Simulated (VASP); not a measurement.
Here is a VASP 6.6.1 calculation.

Contents of INCAR:

```
SYSTEM = Te
  ALGO = Normal
  EDIFF = 1E-7
  EDIFFG = -0.01
  ENCUT = 600
  GGA = RE
  IBRION = 2
  ISIF = 3
  ISMEAR = -1
  LASPH = .TRUE.
  LCHARG = .FALSE.
  LREAL = .FALSE.
  LWAVE = .FALSE.
  NELM = 80
  NSW = 40
  PREC = Accurate
  SIGMA = 0.05
```

KPOINTS

```
k-points
0
G
  9 9 9
  0 0 0
```

File POSCAR:

```
Te
1.0
    2.3059043427      1.3313144930      1.6909537039
   -2.3059043427      1.3313144930      1.6909537039
    0.0000000000     -2.6626289860      1.6909537039
Te
1
Direct
    0.5000000000      0.5000000000      0.5000000000
```

Potentials or basis: VASP PAW PBE potentials, release 64 (Te).

Command:

```bash
$ cat potpaw_PBE.64/Te/POTCAR > POTCAR
$ mpirun -np 1 vasp_std > vasp.out
```

**Question.** Predict the space group after relaxing (to 0.05 Å).

**Answer.** R-3m (No. 166).

**Question.** Estimate the relaxed cell.

**Answer.** a = 3.224 Å, b = 3.224 Å, c = 3.224 Å, α = 91.12°, β = 91.12°, γ = 91.12°.

Final structure:
```
Te
1.0
     2.30180    1.32895    1.82445
    -2.30180    1.32895    1.82445
     0.00000   -2.65789    1.82445
Te
1
Direct
  0.50000 0.50000 0.50000
```

 The run has no spin-orbit coupling, so splittings on Te are missing.
